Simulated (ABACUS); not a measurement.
# Ir (Fm-3m) in ABACUS: a series of runs

The runs below take Ir through single point, relaxation of cell and atoms, with rSCAN, TM.

Everything below comes from runs of ABACUS 3.10.1. Logs are shortened: lines on timing, memory, paths and dates and some standing lists are left out, and cuts for length are marked.

## (1) The crystal as given

Symmetry: Fm-3m, No. 225, cubic system. The conventional cell has a = 3.831 Å, b = 3.831 Å, c = 3.831 Å, α = 90.00°, β = 90.00°, γ = 90.00°. Around Ir (site symmetry m-3m) lie 12 Ir at 2.71 Å.

## (2) Single point, rSCAN

Contents of INPUT:

```
INPUT_PARAMETERS
suffix              Ir
calculation         scf
basis_type          pw
pseudo_dir          ./
symmetry            1
dft_functional      MGGA_X_RSCAN+MGGA_C_RSCAN
ecutwfc             79
pseudo_rcut         10
nspin               1
nbands              19
ks_solver           dav
smearing_method     fd
smearing_sigma      0.00367493
scf_thr             1e-08
scf_nmax            100
mixing_type         broyden
mixing_beta         0.7
cal_force           1
cal_stress          1
mixing_tau          1
out_chg             1
kpar                4
```

Contents of STRU:

```
ATOMIC_SPECIES
Ir 192.2170 Ir_ONCV_PBE-1.2.upf

LATTICE_CONSTANT
1.8897261246

LATTICE_VECTORS
0.0000000000 1.9156000000 1.9156000000
1.9156000000 0.0000000000 1.9156000000
1.9156000000 1.9156000000 0.0000000000

ATOMIC_POSITIONS
Direct

Ir
0.0
1
0.0000000000 0.0000000000 0.0000000000 1 1 1
```

Contents of KPT:

```
K_POINTS
0
Gamma
8 8 8 0 0 0
```

Potentials or basis: SG15 ONCV 1.2 PBE, plane waves.

Started as:

```console
> OMP_NUM_THREADS=1 mpirun -np 4 abacus > log
```

running log:

```text
ABACUS v3.10.1

               Atomic-orbital Based Ab-initio Computation at UStc

 ------------------------------------------------------------------------------------

 READING GENERAL INFORMATION
                           global_out_dir = OUT.Ir/
                           global_in_card = INPUT
                               pseudo_dir = ./
                              orbital_dir =
                                    DSIZE = 4
                                    GSIZE = 1

 READING UNITCELL INFORMATION
                                    ntype = 1
                  lattice constant (Bohr) = 1.88973
              lattice constant (Angstrom) = 1

 READING ATOM TYPE 1
                               atom label = Ir
                      L=0, number of zeta = 1
                      L=1, number of zeta = 1
                      L=2, number of zeta = 1
             number of atom for this type = 1

                        TOTAL ATOM NUMBER = 1
DIRECT COORDINATES
    atom                   x                   y                   z     mag                  vx                  vy                  vz
taud_Ir1            0.0000000000        0.0000000000        0.0000000000  0.0000        0.0000000000        0.0000000000        0.0000000000

                          Volume (Bohr^3) = 94.8727
                             Volume (A^3) = 14.0587

 Lattice vectors: (Cartesian coordinate: in unit of a_0)
                   +0             +1.9156             +1.9156
              +1.9156                  +0             +1.9156
              +1.9156             +1.9156                  +0
 Reciprocal vectors: (Cartesian coordinate: in unit of 2 pi/a_0)
            -0.261015           +0.261015           +0.261015
            +0.261015           -0.261015           +0.261015
            +0.261015           +0.261015           -0.261015
 The esolver type has been set to : ksdft_pw

                PAO radial cut off (Bohr) = 10

 Read in pseudopotential file is Ir_ONCV_PBE-1.2.upf
                     pseudopotential type = NC
          exchange-correlation functional = PBE
                 nonlocal core correction = 0
                        valence electrons = 17
                                     lmax = 3
                           number of zeta = 0
                     number of projectors = 8
                           L of projector = 0
                           L of projector = 0
                           L of projector = 1
                           L of projector = 1
                           L of projector = 2
                           L of projector = 2
                           L of projector = 3
                           L of projector = 3
 XC functional updated to : MGGA_X_RSCAN+MGGA_C_RSCAN
          exchange-correlation functional = MGGA_X_RSCAN+MGGA_C_RSCAN
     initial pseudo atomic orbital number = 0

 SETUP THE ELECTRONS NUMBER
            electron number of element Ir = 17
      total electron number of element Ir = 17
            AUTOSET number of electrons:  = 17
[... 129 lines left out ...]
              fft grid for wave functions = [ 30, 30, 30 ]
                    number of plane waves = 1459
                         number of sticks = 163

 PARALLEL PW FOR WAVE FUNCTIONS
     PROC   COLUMNS(POT)             PW
        1            163           1459
 --------------- sum -------------------
        1            163           1459

 SETUP NONLOCAL PSEUDOPOTENTIALS IN PLANE WAVE BASIS
 Ir non-local projectors:
 projector 1 L=0
 projector 2 L=0
 projector 3 L=1
 projector 4 L=1
 projector 5 L=2
 projector 6 L=2
 projector 7 L=3
 projector 8 L=3
      TOTAL NUMBER OF NONLOCAL PROJECTORS = 32

 Init Non-Local PseudoPotential table :
 Init Non-Local-Pseudopotential done.

                                     npwx = 1158

 -------------------------------------------
 SELF-CONSISTENT
 -------------------------------------------
                                 init_chg = atomic

 PW ALGORITHM --------------- ION=   1  ELEC=   1--------------------------------
 Notice: Threshold on eigenvalues was too large.
 hsover_error=0.17 > DRHO=0.0234463
 Origin diag ethr = 0.01
 New diag ethr = 0.000137919

 Density error is 0.0212220008866
                          Error Threshold = 0.000137919360363
----------------------------------------------------------
     Energy           Rydberg                 eV
----------------------------------------------------------
 E_KohnSham     -212.5198300161      -2891.4806262106
 E_Harris       -213.5163428712      -2905.0388791704
 E_Fermi        1.9359879319         26.3404671328
----------------------------------------------------------
[... 51 lines left out ...]
 Density error is 1.77783483738e-09
                          Error Threshold = 1.37802502024e-09
----------------------------------------------------------
     Energy           Rydberg                 eV
----------------------------------------------------------
 E_KohnSham     -212.5373691272      -2891.7192580595
 E_KS(sigma->0) -212.5369181668      -2891.7131224277
 E_Harris       -212.5373492653      -2891.7189878237
 E_band         -7.4149259360        -100.8852429780
 E_one_elec     -38.3118920391       -521.2600328928
 E_Hartree      29.9823628755        407.9309746100
 E_xc           -21.1903616009       -288.3096604522
 E_Ewald        -183.0165764418      -2490.0682680607
 E_entropy(-TS) -0.0009019209        -0.0122712638
 E_descf        0.0000000000         0.0000000000
 E_exx          0.0000000000         0.0000000000
 E_Fermi        1.9014492297         25.8705439818
----------------------------------------------------------

 charge density convergence is achieved
 final etot is -2891.7192581 eV
 EFERMI = 25.870543982 eV

 STATE ENERGY(eV) AND OCCUPATIONS    NSPIN == 1
 1/8 kpoint (Cartesian) = 0.0000 0.0000 0.0000 (1139 pws)
       1       -69.9351     0.00390625
       2       -25.2842     0.00390625
       3       -25.2842     0.00390625
       4       -25.2842     0.00390625
       5        14.0827     0.00390625
       6        21.7589     0.00390625
[... 104 lines left out ...]
       6        21.0611      0.0234375
[... 11 lines left out ...]
      18        58.3266        0.00000
      19        61.4403        0.00000

[... levels at 2 further k points ...]

------------------------------------------------------------------------------------------
 TOTAL-FORCE (eV/Angstrom)
------------------------------------------------------------------------------------------
                       Ir1         0.0000000000         0.0000000000         0.0000000000
------------------------------------------------------------------------------------------

----------------------------------------------------------------
 TOTAL-STRESS (KBAR)
----------------------------------------------------------------
        45.5029041675        -0.0000000000         0.0000000000
         0.0000000000        45.5029041675        -0.0000000000
         0.0000000000         0.0000000000        45.5029041675
----------------------------------------------------------------
 TOTAL-PRESSURE: 45.502904 KBAR

 --------------------------------------------
 !FINAL_ETOT_IS -2891.7192580595428808 eV
 --------------------------------------------
```

stdout:

```text
ABACUS v3.10.1

               Atomic-orbital Based Ab-initio Computation at UStc

 dft_functional readin is: MGGA_X_RSCAN+MGGA_C_RSCAN
 dft_functional in pseudopot file is: PBE
 Please make sure this is what you need

[... 33 lines left out ...]
 DA6     -2.89171926e+03  -2.09124644e-06   1.7778e-09   7.1426e-04   1.28
----------------------------------------------------------------
 TOTAL-STRESS (KBAR)
----------------------------------------------------------------
        45.5029041675        -0.0000000000         0.0000000000
         0.0000000000        45.5029041675        -0.0000000000
         0.0000000000         0.0000000000        45.5029041675
----------------------------------------------------------------
 TOTAL-PRESSURE: 45.502904 KBAR
```

Wall time 9.8 s (4 MPI ranks of Intel Xeon Platinum 8488C (Sapphire Rapids), shared host); peak memory 0.24 GiB.

Results:

```
Free energy            : -2891.7193 eV
Pressure               : 4.6 GPa
Band gap on the k mesh : none (metal or under the smearing width)
```

Caveat: the potentials were made for another functional, which shifts forces and pressure. The run has no spin-orbit coupling, so splittings on Ir are missing.

(Continued in part 2 of 2.)
